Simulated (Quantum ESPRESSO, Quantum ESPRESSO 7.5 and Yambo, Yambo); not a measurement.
# As (buckled honeycomb monolayer): G0W0 with Yambo, start to end

How does a plane-wave GW calculation on As (buckled honeycomb monolayer) run from the first input to the gap?

Program: Quantum ESPRESSO 7.5 and Yambo 5.3.0. Level of theory: PBE and many-body steps on it, plane waves. Results are calculated unless marked as measured.

### 1. The starting structure

The cell holds 2 atoms: 2 As. Cell: a = 3.611 Å, b = 3.611 Å, c = 14.000 Å, α = 90.0°, β = 90.0°, γ = 120.0°. Vacuum lies along c.

The structure was relaxed with PBE. The runs that relaxed it are not among those shown.

### 2. Ground state

This step: Quantum ESPRESSO 7.5; DFT, PBE, plane waves, norm-conserving pseudopotentials.

The ground-state density comes first.

File pw.in:

```
&control
  calculation = 'scf'
  prefix = 'x'
  outdir = 'o'
  pseudo_dir = 'pseudo'
/
&system
  ibrav = 0
  nat = 2
  ntyp = 1
  ecutwfc = 100.0
  nbnd = 28
  force_symmorphic = .true.
/
&electrons
  conv_thr = 1e-10
  electron_maxstep = 80
  mixing_beta = 0.5
/
ATOMIC_SPECIES
  As 74.922 As.upf
CELL_PARAMETERS angstrom
  3.6112698141 -0.0000000000 0.0000000000
  -1.8056349070 3.1274513989 0.0000000000
  0.0000000000 0.0000000000 14.0000000000
ATOMIC_POSITIONS crystal
  As 0.3333333333 0.6666666667 0.4503483115
  As 0.6666666667 0.3333333333 0.5496516885
K_POINTS automatic
  12 12 1 0 0 0
```

Command:

```bash
OMP_NUM_THREADS=1 mpirun -n 8 pw.x -nk 8 -in pw.in > pw.out
```

Output:

```text
Program PWSCF v.7.5 starts

     This program is part of the open-source Quantum ESPRESSO suite
     for quantum simulation of materials; please cite
         "P. Giannozzi et al., J. Phys.:Condens. Matter 21 395502 (2009);
         "P. Giannozzi et al., J. Phys.:Condens. Matter 29 465901 (2017);
         "P. Giannozzi et al., J. Chem. Phys. 152 154105 (2020);
     in publications or presentations arising from this work. More details at
     Message from routine setup:
     using ibrav=0 with symmetry is DISCOURAGED, use correct ibrav instead

     G-vector sticks info

     bravais-lattice index     =            0
     lattice parameter (alat)  =       6.8243  a.u.
     unit-cell volume          =    1067.0263 (a.u.)^3
     number of atoms/cell      =            2
     number of atomic types    =            1
     number of electrons       =        46.00
     number of Kohn-Sham states=           28
     kinetic-energy cutoff     =     100.0000  Ry
     charge density cutoff     =     400.0000  Ry
     scf convergence threshold =      1.0E-10
     mixing beta               =       0.5000
     number of iterations used =            8  plain     mixing
     Exchange-correlation= PBE
                           (   1   4   3   4   0   0   0)

     celldm(1)=   6.824311  celldm(2)=   0.000000  celldm(3)=   0.000000
     celldm(4)=   0.000000  celldm(5)=   0.000000  celldm(6)=   0.000000

     crystal axes: (cart. coord. in units of alat)
               a(1) = (   1.000000  -0.000000   0.000000 )
               a(2) = (  -0.500000   0.866025   0.000000 )
               a(3) = (   0.000000   0.000000   3.876753 )

     reciprocal axes: (cart. coord. in units 2 pi/alat)
               b(1) = (  1.000000  0.577350 -0.000000 )
               b(2) = (  0.000000  1.154701 -0.000000 )
               b(3) = ( -0.000000 -0.000000  0.257948 )
     Pseudo is Norm-conserving + core correction, Zval = 23.0
     Generated using ONCVPSP code by D. R. Hamann
     Using radial grid of 1358 points,  6 beta functions with:
     As               23.00    74.92200     As( 1.00)

     12 Sym. Ops., with inversion, found

   Cartesian axes

     site n.     atom                  positions (alat units)
         1        As     tau(   1) = (  -0.0000000   0.5773503   1.7458890  )
         2        As     tau(   2) = (   0.5000000   0.2886751   2.1308637  )

     number of k points=    19
                       cart. coord. in units 2pi/alat
        k(    1) = (   0.0000000   0.0000000   0.0000000), wk =   0.0138889
        k(    2) = (   0.0000000   0.0962250   0.0000000), wk =   0.0833333
        k(    3) = (   0.0000000   0.1924501   0.0000000), wk =   0.0833333
        k(    4) = (   0.0000000   0.2886751   0.0000000), wk =   0.0833333
        k(    5) = (   0.0000000   0.3849002   0.0000000), wk =   0.0833333
        k(    6) = (   0.0000000   0.4811252   0.0000000), wk =   0.0833333
        k(    7) = (   0.0000000  -0.5773503   0.0000000), wk =   0.0416667
        k(    8) = (   0.0833333   0.1443376   0.0000000), wk =   0.0833333
        k(    9) = (   0.0833333   0.2405626   0.0000000), wk =   0.1666667
        k(   10) = (   0.0833333   0.3367877   0.0000000), wk =   0.1666667
     [... 7 further rows ...]
        k(   18) = (   0.2500000   0.5292377   0.0000000), wk =   0.1666667
        k(   19) = (   0.3333333   0.5773503   0.0000000), wk =   0.0277778

     Dense  grid:   144181 G-vectors     FFT dimensions: (  45,  45, 180)

     Initial potential from superposition of free atoms

     starting charge      45.9995, renormalised to      46.0000
     Starting wfcs are   26 randomized atomic wfcs +    2 random wfcs

     per-process dynamical memory:   103.3 Mb

     Self-consistent Calculation

     iteration #  1     ecut=   100.00 Ry     beta= 0.50

     Threshold (ethr) on eigenvalues was too large:
     Diagonalizing with lowered threshold

     total energy              =   -1221.02029920 Ry
     estimated scf accuracy    <       0.02090100 Ry

     iteration #  2     ecut=   100.00 Ry     beta= 0.50

     total energy              =   -1221.02048189 Ry
     estimated scf accuracy    <       0.00369591 Ry

     iteration #  3     ecut=   100.00 Ry     beta= 0.50

     total energy              =   -1221.02065685 Ry
     estimated scf accuracy    <       0.00007853 Ry

     iteration #  4     ecut=   100.00 Ry     beta= 0.50

     total energy              =   -1221.02066274 Ry
     estimated scf accuracy    <       0.00000731 Ry

     iteration #  5     ecut=   100.00 Ry     beta= 0.50

     total energy              =   -1221.02066348 Ry
     estimated scf accuracy    <       0.00000016 Ry

     iteration #  6     ecut=   100.00 Ry     beta= 0.50

     total energy              =   -1221.02066351 Ry
     estimated scf accuracy    <       0.00000002 Ry

     iteration #  7     ecut=   100.00 Ry     beta= 0.50

     total energy              =   -1221.02066352 Ry
     estimated scf accuracy    <          6.9E-10 Ry

     iteration #  8     ecut=   100.00 Ry     beta= 0.50

     total energy              =   -1221.02066352 Ry
     estimated scf accuracy    <          1.4E-10 Ry

     iteration #  9     ecut=   100.00 Ry     beta= 0.50

     End of self-consistent calculation

          k = 0.0000 0.0000 0.0000 ( 18001 PWs)   bands (ev):

  -185.6156-185.6150-129.0136-129.0136-129.0112-129.0112-128.9556-128.9535
   -36.0724 -36.0724 -36.0393 -36.0393 -35.9786 -35.9637 -35.9637 -35.9205
   -35.9088 -35.9088 -14.3315  -8.0643  -1.4310  -0.9090  -0.9090   1.0392
     2.5909   2.5909   3.6642   3.9630

          k = 0.0000 0.0962 0.0000 ( 17967 PWs)   bands (ev):

  -185.6156-185.6150-129.0136-129.0136-129.0112-129.0112-128.9555-128.9536
   -36.0724 -36.0707 -36.0387 -36.0376 -35.9790 -35.9647 -35.9629 -35.9216
   -35.9106 -35.9089 -14.2398  -8.0534  -1.7899  -1.3879  -1.1128   1.6568
     2.4756   2.7994   3.7775   4.0984

          k = 0.0000 0.1925 0.0000 ( 17989 PWs)   bands (ev):

  -185.6155-185.6151-129.0136-129.0135-129.0113-129.0112-128.9554-128.9537
   -36.0722 -36.0658 -36.0366 -36.0330 -35.9799 -35.9678 -35.9608 -35.9255
   -35.9150 -35.9092 -13.9675  -8.0679  -3.0918  -1.5658  -1.2975   1.3573
     3.1454   3.2110   4.0967   4.4631

          k = 0.0000 0.2887 0.0000 ( 18001 PWs)   bands (ev):

     [... further k-points ...]

     highest occupied, lowest unoccupied level (ev):    -0.9090    0.7366

!    total energy              =   -1221.02066352 Ry
     estimated scf accuracy    <          3.3E-12 Ry

     The total energy is the sum of the following terms:
     one-electron contribution =   -2893.35697663 Ry
     hartree contribution      =    1397.79642297 Ry
     xc contribution           =    -110.50593699 Ry
     ewald contribution        =     385.04582713 Ry

     convergence has been achieved in   9 iterations

     XML data file, charge density, pseudopotentials, collected wavefunctions

=------------------------------------------------------------------------------=
   JOB DONE.
=------------------------------------------------------------------------------=
```

Run time: 57 s. Hardware: 8 MPI ranks of Arm Neoverse N1, shared host; peak memory 1.4 GiB.

Numbers from this step:

```yaml
total_energy: -16612.8324 eV
gap: 1.646 eV
k_of_the_valence_top: 0, 0, 0
k_of_the_conduction_bottom: 0, 0.3333, 0
least_direct_gap: 1.948 eV
```

The gap is indirect, with the least direct gap 0.30 eV higher.

### 3. Bands along the symmetry lines

The cheap functional maps the bands first; the places of the edges decide which points the dearer methods must see.

File pw.in:

```
&control
  calculation = 'bands'
  prefix = 'x'
  outdir = 'o'
  pseudo_dir = 'pseudo'
/
&system
  ibrav = 0
  nat = 2
  ntyp = 1
  ecutwfc = 100.0
  nbnd = 29
  force_symmorphic = .true.
/
&electrons
  conv_thr = 1e-9
  electron_maxstep = 80
  diago_full_acc = .true.
  diago_thr_init = 5e-6
/
ATOMIC_SPECIES
  As 74.922 As.upf
CELL_PARAMETERS angstrom
  3.6112698141 -0.0000000000 0.0000000000
  -1.8056349070 3.1274513989 0.0000000000
  0.0000000000 0.0000000000 14.0000000000
ATOMIC_POSITIONS crystal
  As 0.3333333333 0.6666666667 0.4503483115
  As 0.6666666667 0.3333333333 0.5496516885
K_POINTS crystal
  25
  0.00000000 0.00000000 0.00000000 1
  0.06250000 0.00000000 0.00000000 1
  0.12500000 0.00000000 0.00000000 1
  0.18750000 0.00000000 0.00000000 1
  0.25000000 0.00000000 0.00000000 1
  0.31250000 0.00000000 0.00000000 1
  0.37500000 0.00000000 0.00000000 1
  0.43750000 0.00000000 0.00000000 1
  0.50000000 0.00000000 0.00000000 1
  0.47916667 0.04166667 0.00000000 1
  0.45833333 0.08333333 0.00000000 1
  0.43750000 0.12500000 0.00000000 1
  0.41666666 0.16666666 0.00000000 1
  0.39583333 0.20833333 0.00000000 1
  0.37500000 0.25000000 0.00000000 1
  0.35416666 0.29166666 0.00000000 1
  0.33333333 0.33333333 0.00000000 1
  0.29166666 0.29166666 0.00000000 1
  0.25000000 0.25000000 0.00000000 1
  0.20833333 0.20833333 0.00000000 1
  0.16666666 0.16666666 0.00000000 1
  0.12500000 0.12500000 0.00000000 1
  0.08333333 0.08333333 0.00000000 1
  0.04166667 0.04166667 0.00000000 1
  0.00000000 0.00000000 0.00000000 1
```

Output:

```text
[banner, memory and clock lines left out]
Program PWSCF v.7.5 starts

     Atomic positions and unit cell read from directory:
     o/x.save/

     Message from routine setup:
     using ibrav=0 with symmetry is DISCOURAGED, use correct ibrav instead

     G-vector sticks info

     bravais-lattice index     =            0
     lattice parameter (alat)  =       6.8243  a.u.
     unit-cell volume          =    1067.0263 (a.u.)^3
     number of atoms/cell      =            2
     number of atomic types    =            1
     number of electrons       =        46.00
     number of Kohn-Sham states=           29
     kinetic-energy cutoff     =     100.0000  Ry
     charge density cutoff     =     400.0000  Ry
     Exchange-correlation= PBE
                           (   1   4   3   4   0   0   0)

     celldm(1)=   6.824311  celldm(2)=   0.000000  celldm(3)=   0.000000
     celldm(4)=   0.000000  celldm(5)=   0.000000  celldm(6)=   0.000000

     crystal axes: (cart. coord. in units of alat)
               a(1) = (   1.000000  -0.000000   0.000000 )
               a(2) = (  -0.500000   0.866025   0.000000 )
               a(3) = (   0.000000   0.000000   3.876753 )

     reciprocal axes: (cart. coord. in units 2 pi/alat)
               b(1) = (  1.000000  0.577350 -0.000000 )
               b(2) = (  0.000000  1.154701 -0.000000 )
               b(3) = ( -0.000000 -0.000000  0.257948 )
     Pseudo is Norm-conserving + core correction, Zval = 23.0
     Generated using ONCVPSP code by D. R. Hamann
     Using radial grid of 1358 points,  6 beta functions with:
     As               23.00    74.92200     As( 1.00)

     12 Sym. Ops., with inversion, found

   Cartesian axes

     site n.     atom                  positions (alat units)
         1        As     tau(   1) = (  -0.0000000   0.5773503   1.7458890  )
         2        As     tau(   2) = (   0.5000000   0.2886751   2.1308637  )

     number of k points=    25
                       cart. coord. in units 2pi/alat
        k(    1) = (   0.0000000   0.0000000   0.0000000), wk =   0.0800000
        k(    2) = (   0.0625000   0.0360844   0.0000000), wk =   0.0800000
        k(    3) = (   0.1250000   0.0721688   0.0000000), wk =   0.0800000
[...]
[... 13 further rows ...]
        k(   24) = (   0.0416667   0.0721688   0.0000000), wk =   0.0800000
        k(   25) = (   0.0000000   0.0000000   0.0000000), wk =   0.0800000

     Dense  grid:   144181 G-vectors     FFT dimensions: (  45,  45, 180)

     The potential is recalculated from file :
     o/x.save/charge-density

     Starting wfcs are   26 randomized atomic wfcs +    3 random wfcs

     Band Structure Calculation

     End of band structure calculation

          k = 0.0000 0.0000 0.0000 ( 18001 PWs)   bands (ev):

  -185.6156-185.6150-129.0136-129.0136-129.0112-129.0112-128.9556-128.9535
   -36.0724 -36.0724 -36.0393 -36.0393 -35.9786 -35.9637 -35.9637 -35.9205
   -35.9088 -35.9088 -14.3315  -8.0643  -1.4310  -0.9090  -0.9090   1.0392
     2.5909   2.5909   3.6642   3.9630   5.6607

          k = 0.0625 0.0361 0.0000 ( 17973 PWs)   bands (ev):

  -185.6156-185.6150-129.0136-129.0136-129.0112-129.0112-128.9556-128.9536
   -36.0724 -36.0714 -36.0389 -36.0384 -35.9788 -35.9643 -35.9632 -35.9211
[...]
2.4820   2.7140   3.7291   4.0390   5.7178

          k = 0.1250 0.0722 0.0000 ( 17969 PWs)   bands (ev):

  -185.6156-185.6150-129.0136-129.0135-129.0113-129.0112-128.9555-128.9536
[...]
2.7527   3.0028   3.9120   4.2645   5.8474

[...]
k = 0.0417 0.0722 0.0000 ( 17975 PWs)   bands (ev):

  -185.6156-185.6150-129.0136-129.0136-129.0112-129.0112-128.9555-128.9536
[...]
2.4158   2.7827   3.7499   4.0647   5.7345

          k = 0.0000 0.0000 0.0000 ( 18001 PWs)   bands (ev):

  -185.6156-185.6150-129.0136-129.0136-129.0112-129.0112-128.9556-128.9535
   -36.0724 -36.0724 -36.0393 -36.0393 -35.9786 -35.9637 -35.9637 -35.9205
   -35.9088 -35.9088 -14.3315  -8.0643  -1.4310  -0.9090  -0.9090   1.0392
     2.5909   2.5909   3.6642   3.9630   5.6607

     XML data file, pseudopotentials, collected wavefunctions
```

Wall time 20 s (8 MPI ranks); peak memory 1.1 GiB; 2.6 min of CPU time.

Numbers from this step:

* gap: 1.630 eV
* k of the valence top: 0, 0, 0
* k of the conduction bottom: 0.3125, 0, 0
* least direct gap: 1.948 eV

The gap is 1.630 eV, −0.015 eV from the run before at this level.

Electronic bands along the path, in eV, zero at the top of the highest filled band:

```csv
point,band 20,band 21,band 22,band 23,band 24,band 25,band 26,band 27
Γ,-7.16,-0.52,0.00,0.00,1.95,3.50,3.50,4.57
halfway,-7.35,-3.17,-1.14,-0.41,1.75,4.31,4.42,5.53
M,-9.08,-3.38,-1.86,-1.54,2.00,3.18,4.52,6.29
halfway,-9.22,-3.72,-2.43,-1.55,2.70,3.66,4.20,6.82
K,-9.91,-4.32,-1.96,-1.96,2.04,4.59,4.59,8.05
halfway,-7.52,-3.17,-2.23,-0.39,2.80,3.49,4.72,5.81
Γ,-7.16,-0.52,0.00,0.00,1.95,3.50,3.50,4.57
```

The electronic bands as a text plot (rows in eV, shown from -8.0 to 4.9 only):

```
    4.6 |++++++   +++++++++++++++     ++++++++   +++++++++   ++++
    4.1 |    ++++++++++          ++++++    +++            +++
    3.5 |++++++        +++++       +          +++   ++++++   ++++
    3.0 |                   +++++++              ++++++++++++
    2.5 | +++++                 +  ++++    ++++++            +++
    1.9 |+     ++++++  +++++++++       ++++                     +
    1.4 |            ++
    0.8 |
    0.3 |
   -0.2 |************                               *************
   -0.8 |****  ***   *****                       ***      *******
   -1.3 |    **   *****   **********       ******      ***
   -1.8 |              *********    *******               ***
   -2.4 |      ***              *********  ***      ***
   -2.9 |         ***                         ************
   -3.4 |            **************           ******
   -4.0 |                          ****    ***
   -4.5 |                              ****
   -5.1 |
   -5.6 |
   -6.1 |
   -6.7 |
   -7.2 |************                                  **********
   -7.7 |            **                             ***
         Γ                   M           K                      Γ
```

### 4. Empty states on the mesh, 6×6×1 mesh, 233 bands

The sums over transitions need many empty states on a uniform mesh; this step solves for them.

File pw.in:

```
&control
  calculation = 'nscf'
  prefix = 'x'
  outdir = 'o'
  pseudo_dir = 'pseudo'
/
&system
  ibrav = 0
  nat = 2
  ntyp = 1
  ecutwfc = 100.0
  nbnd = 233
  force_symmorphic = .true.
/
&electrons
  conv_thr = 1e-9
  electron_maxstep = 80
  diago_full_acc = .true.
  diago_thr_init = 5e-6
/
ATOMIC_SPECIES
  As 74.922 As.upf
CELL_PARAMETERS angstrom
  3.6112698141 -0.0000000000 0.0000000000
  -1.8056349070 3.1274513989 0.0000000000
  0.0000000000 0.0000000000 14.0000000000
ATOMIC_POSITIONS crystal
  As 0.3333333333 0.6666666667 0.4503483115
  As 0.6666666667 0.3333333333 0.5496516885
K_POINTS automatic
  6 6 1 0 0 0
```

Command:

```bash
OMP_NUM_THREADS=1 mpirun -n 8 pw.x -nk 4 -in pw.in > pw.out
```

Output:

```text
[banner, memory and clock lines left out]
Program PWSCF v.7.5 starts

     Atomic positions and unit cell read from directory:
     o/x.save/

     Message from routine setup:
     using ibrav=0 with symmetry is DISCOURAGED, use correct ibrav instead

     bravais-lattice index     =            0
     lattice parameter (alat)  =       6.8243  a.u.
     unit-cell volume          =    1067.0263 (a.u.)^3
     number of atoms/cell      =            2
     number of atomic types    =            1
     number of electrons       =        46.00
     number of Kohn-Sham states=          233
     kinetic-energy cutoff     =     100.0000  Ry
     charge density cutoff     =     400.0000  Ry
     Exchange-correlation= PBE
                           (   1   4   3   4   0   0   0)

     celldm(1)=   6.824311  celldm(2)=   0.000000  celldm(3)=   0.000000
     celldm(4)=   0.000000  celldm(5)=   0.000000  celldm(6)=   0.000000

     crystal axes: (cart. coord. in units of alat)
               a(1) = (   1.000000  -0.000000   0.000000 )
               a(2) = (  -0.500000   0.866025   0.000000 )
               a(3) = (   0.000000   0.000000   3.876753 )

     reciprocal axes: (cart. coord. in units 2 pi/alat)
               b(1) = (  1.000000  0.577350 -0.000000 )
               b(2) = (  0.000000  1.154701 -0.000000 )
               b(3) = ( -0.000000 -0.000000  0.257948 )
     Pseudo is Norm-conserving + core correction, Zval = 23.0
     Generated using ONCVPSP code by D. R. Hamann
     Using radial grid of 1358 points,  6 beta functions with:
     As               23.00    74.92200     As( 1.00)

     12 Sym. Ops., with inversion, found

   Cartesian axes

     site n.     atom                  positions (alat units)
         1        As     tau(   1) = (  -0.0000000   0.5773503   1.7458890  )
         2        As     tau(   2) = (   0.5000000   0.2886751   2.1308637  )

     number of k points=     7
                       cart. coord. in units 2pi/alat
        k(    1) = (   0.0000000   0.0000000   0.0000000), wk =   0.0555556
        k(    2) = (   0.0000000   0.1924501   0.0000000), wk =   0.3333333
        k(    3) = (   0.0000000   0.3849002   0.0000000), wk =   0.3333333
        k(    4) = (   0.0000000  -0.5773503   0.0000000), wk =   0.1666667
        k(    5) = (   0.1666667   0.2886751   0.0000000), wk =   0.3333333
        k(    6) = (   0.1666667   0.4811252   0.0000000), wk =   0.6666667
        k(    7) = (   0.3333333   0.5773503   0.0000000), wk =   0.1111111

     Dense  grid:   144181 G-vectors     FFT dimensions: (  45,  45, 180)

     The potential is recalculated from file :
     o/x.save/charge-density

     Starting wfcs are   26 randomized atomic wfcs +  207 random wfcs

     Band Structure Calculation

     End of band structure calculation

          k = 0.0000 0.0000 0.0000 ( 18001 PWs)   bands (ev):

  -185.6156-185.6150-129.0136-129.0136-129.0112-129.0112-128.9556-128.9535
   -36.0725 -36.0725 -36.0393 -36.0393 -35.9786 -35.9637 -35.9637 -35.9205
   -35.9088 -35.9088 -14.3315  -8.0643  -1.4310  -0.9090  -0.9090   1.0392
     2.5909   2.5909   3.6642   3.9630   5.6607   6.9897   8.2441   9.2675
[...]
[... 18 further rows ...]
[...]
65.6909

          k = 0.0000 0.1925 0.0000 ( 17989 PWs)   bands (ev):

  -185.6155-185.6151-129.0136-129.0135-129.0113-129.0112-128.9554-128.9537
[...]
[... 18 further rows ...]
[...]
67.8954

          k = 0.0000 0.3849 0.0000 ( 18027 PWs)   bands (ev):

  -185.6155-185.6151-129.0137-129.0132-129.0117-129.0111-128.9551-128.9540
[...]
26.9869  27.5028  27.8688  28.0663  28.5569  28.7980  28.9630  29.3258
     [... 18 further rows ...]
    67.7744  67.9560  68.1635  68.4657  68.7202  68.8187  68.8650  69.1505
    69.2642

          k = 0.0000-0.5774 0.0000 ( 18060 PWs)   bands (ev):

     [... further k-points ...]

     highest occupied, lowest unoccupied level (ev):    -0.9090    0.7366

     XML data file, pseudopotentials, collected wavefunctions
```

It took 87 s on 8 MPI ranks; peak memory 1.9 GiB.

This step gave:

```yaml
gap: 1.646 eV
k_of_the_valence_top: 0, 0, 0
k_of_the_conduction_bottom: 0, 0.3333, 0
least_direct_gap: 1.948 eV
k_points_computed: 7
lowest_point_of_the_top_converged_band_above_the_valence_top: 66.5999 eV
```

On this mesh the gap is 1.646 eV.

[end of part 1 of 2]

[Paths, hosts, dates, memory and timing lines, banners, echoed tables and standing remarks are left out of the program output.]

[Logs are printed without paths, hosts, clocks, repeated set-up lines and the standing remarks that a program may print on its own settings, such as how far it seeks lower states.]

[Runs of the session that timed out or met a known fault of the program may be left out.]

[Hosts, paths, dates, database ids (printed as entryN), source tags and the programs' standing remarks are cut or masked in the printed files.]
